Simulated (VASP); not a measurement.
## A VASP 6.6.1 single-point calculation on ZnSe

INCAR

```
LCHARG = .FALSE.
GGA = PE
ENCUT = 200
NSW = 0
LASPH = .TRUE.
EDIFF = 1E-7
LWAVE = .FALSE.
NBANDS = 16
PREC = Low
SIGMA = 0.02
ISIF = 2
NELM = 92
LREAL = .FALSE.
ISMEAR = -1
IBRION = -1
```

KPOINTS

```
KPOINTS created by Atomic Simulation Environment
0
Gamma
8 8 8
0 0 0
```

POSCAR

```
Zn Se
 1.0000000000000000
     0.0000000000000000    2.8324206844000002    2.8040964774999999
     2.8324206844000002    0.0000000000000000    2.8040964774999999
     2.8324206844000002    2.8324206844000002    0.0000000000000000
 Zn  Se
   1   1
Cartesian
  0.0000000000000000  0.0000000000000000  0.0000000000000000
  1.4162103421999999  1.4162103421999999  1.4020482387499997
```

The recommended PBE PAW datasets give the neutral cell 18 valence electrons.

Command

```
mpirun -np 1 vasp_std
```

OSZICAR

```
N       E                     dE             d eps       ncg     rms          rms(c)
DAV:   1     0.494312411664E+02    0.49431E+02   -0.51759E+03  1904   0.586E+02
DAV:   2    -0.427555912806E+01   -0.53707E+02   -0.51771E+02  2328   0.151E+02
DAV:   3    -0.598467816266E+01   -0.17091E+01   -0.17077E+01  2208   0.293E+01
DAV:   4    -0.598998023264E+01   -0.53021E-02   -0.53020E-02  2432   0.166E+00
DAV:   5    -0.598999833608E+01   -0.18103E-04   -0.18103E-04  2216   0.865E-02    0.470E+00
DAV:   6    -0.554348071943E+01    0.44652E+00   -0.12562E+00  2256   0.293E+01    0.290E+00
DAV:   7    -0.554823214659E+01   -0.47514E-02   -0.20191E-01  2032   0.249E+00    0.160E+00
DAV:   8    -0.554977828293E+01   -0.15461E-02   -0.78042E-03  2376   0.105E+00    0.398E-01
DAV:   9    -0.555014511314E+01   -0.36683E-03   -0.16121E-03  1952   0.632E-01    0.621E-02
DAV:  10    -0.555022639430E+01   -0.81281E-04   -0.23883E-04  2464   0.159E-01    0.285E-02
DAV:  11    -0.555026614522E+01   -0.39751E-04   -0.70152E-05  2232   0.566E-02    0.948E-03
DAV:  12    -0.555026236497E+01    0.37803E-05   -0.89667E-06  2232   0.355E-02    0.287E-03
DAV:  13    -0.555026264875E+01   -0.28378E-06   -0.14755E-06  2360   0.859E-03    0.188E-03
DAV:  14    -0.555026269837E+01   -0.49622E-07   -0.79764E-08  1896   0.228E-03
   1 F= -.55502627E+01 E0= -.55502627E+01  d E =-.436088E-12
```

From OUTCAR

```
k-points           NKPTS =     59   k-points in BZ     NKDIM =     59   number of bands    NBANDS=     16

   NELECT =      18.0000    total number of electrons

   dimension x,y,z NGX =    14 NGY =   14 NGZ =   14
   dimension x,y,z NGXF=    24 NGYF=   24 NGZF=   24

  energy-cutoff  :      200.00
  volume of cell :       44.99
      direct lattice vectors                 reciprocal lattice vectors
     0.000000000  2.832420684  2.804096477    -0.176527450  0.176527450  0.178310555
     2.832420684  0.000000000  2.804096477     0.176527450 -0.176527450  0.178310555
     2.832420684  2.832420684  0.000000000     0.176527450  0.176527450 -0.178310555

 k-points in reciprocal lattice and weights: KPOINTS created by Atomic Simulation Env
   0.00000000  0.00000000  0.00000000       0.002
   0.12500000 -0.00000000  0.00000000       0.016
   0.25000000 -0.00000000  0.00000000       0.016
   0.37500000 -0.00000000  0.00000000       0.016
   0.50000000 -0.00000000  0.00000000       0.008
   0.12500000  0.12500000  0.00000000       0.004
   0.25000000  0.12500000  0.00000000       0.016
   0.37500000  0.12500000  0.00000000       0.016
   ...

 E-fermi :   2.1310

 k-point     1 :       0.0000    0.0000    0.0000
  band No.  band energies     occupation
      1     -11.6222      2.00000
      2      -5.4306      2.00000
      3      -5.4304      2.00000
      4      -5.4214      2.00000
      5      -5.1466      2.00000
      6      -5.1389      2.00000
      7       1.6443      2.00000
      8       1.6449      2.00000
      9       1.6820      2.00000
     10       3.0307      0.00000
     11       7.5178      0.00000
     12       7.5209      0.00000
     13       7.5219      0.00000
     14      11.6281      0.00000
     15      13.1541      0.00000
     16      13.3299      0.00000

 k-point     2 :       0.1250   -0.0000    0.0000
  band No.  band energies     occupation
      1     -11.5204      2.00000
      2      -5.4699      2.00000
      3      -5.4603      2.00000
      4      -5.4541      2.00000
      5      -5.1786      2.00000
      6      -5.1533      2.00000
      7       0.3194      2.00000
      8       1.4836      2.00000
      9       1.5120      2.00000
     10       4.0140      0.00000
     11       7.4590      0.00000
     12       7.7743      0.00000
     13       7.7791      0.00000
     14      12.3729      0.00000
     15      12.4728      0.00000
     16      12.5407      0.00000

 k-point     3 :       0.2500   -0.0000    0.0000
  band No.  band energies     occupation
      1     -11.2560      2.00000
      2      -5.4281      2.00000
      3      -5.4243      2.00000
      4      -5.4002      2.00000
      5      -5.1517      2.00000
      6      -5.1408      2.00000
      7      -1.4476      2.00000
      8       1.1514      2.00000
      9       1.1950      2.00000
     10       4.4731      0.00000
     11       8.1391      0.00000
     12       8.1639      0.00000
     13       8.3223      0.00000
     14      12.1840      0.00000
     15      12.2204      0.00000
     16      12.4622      0.00000

 ...

  Total       -7.8114135     -7.8114135     -7.7064410      0.0000000      0.0000000     -0.0000000
  in kB     -278.1645295   -278.1645295   -274.4264561      0.0000000      0.0000000     -0.0000000
  external PRESSURE =    -276.9185051 kB  Pullay stress =       0.0000000 kB

 POSITION                                       TOTAL-FORCE (eV/Angst)
 -----------------------------------------------------------------------------------
      0.00000      0.00000      0.00000         0.000000      0.000000      0.000000
      1.41621      1.41621      1.40205        -0.000000     -0.000000     -0.000000
 -----------------------------------------------------------------------------------
    total drift:                                0.000216      0.000216      0.000054

  FREE ENERGIE OF THE ION-ELECTRON SYSTEM (eV)
  ---------------------------------------------------
  free  energy   TOTEN  =        -5.5502626984 eV

  energy  without entropy=       -5.5502626984  energy(sigma->0) =       -5.55026270
```

It converged. Results: gap between bands v and c on the k mesh 1.35 eV; least direct gap on the k mesh 1.35 eV; pressure -27.7 GPa. Band v is the last that the valence electrons fill when counted band by band, and c is the next.

These settings aren't sound, so the numbers aren't properties of the crystal.

On sound settings PBE gives a gap of 1.31 eV on its mesh and a pressure of 3.1 GPa for the intended cell.

The run took about 4.9 s on one core of a shared host (Intel Xeon Platinum 8488C) and held 0.11 GiB at most.
